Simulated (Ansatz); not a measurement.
A run of Ansatz 0.2.0 is set up as follows.

The input input.yaml:

```yaml
crystal:
  lattice:
    - [3.1829541699, 0.0, 0.0]
    - [-1.591477085, 2.7565191702, 0.0]
    - [0.0, 0.0, 28.53221786]
  atoms:
    - { symbol: W, position: [0.675474, 0.334185, 0.432876] }
    - { symbol: W, position: [0.667679, 0.331313, 0.884248] }
    - { symbol: W, position: [0.013872, 0.001937, 0.65835] }
    - { symbol: S, position: [0.648014, 0.324116, 0.606196] }
    - { symbol: S, position: [0.010908, 0.001019, 0.37905] }
    - { symbol: S, position: [0.00994, 0.014862, 0.829915] }
    - { symbol: S, position: [0.667162, 0.329541, 0.713902] }
    - { symbol: S, position: [-0.000388, 0.020692, 0.48802] }
    - { symbol: S, position: [0.018717, -0.00549, 0.939404] }
kpoints:
  mp_grid: { grid: [10, 10, 1] }
scf:
  occupations: { method: fermi_dirac, width: 0.05 }
hamiltonian:
  xc: pbe
  pseudopotentials: { kind: all_electron, lapw: { basis_error: 0.001 } }
output:
  forces: true
  stress: true
  eigenvalues: true
  populations: true
```

Potentials or basis: all-electron LAPW, scalar-relativistic.

The run is started by

```bash
$ ansatz run input.yaml --threads 8 --pin off --max-ram 24576MiB --backend cpu --events-out ev --progress --plain --runs-dir out
```

Predict the largest force.

2.344 eV/Å.

Predict the band gap on the k mesh.

1.36 eV, indirect (least direct gap 1.98 eV).

Stress tensor (GPa, compression positive):
```
 1.88  0.39 -0.56
 0.39  1.19 -0.27
-0.56 -0.27  3.31
```

Caveat: spin-orbit coupling is left out, which moves the levels of the heavy elements.
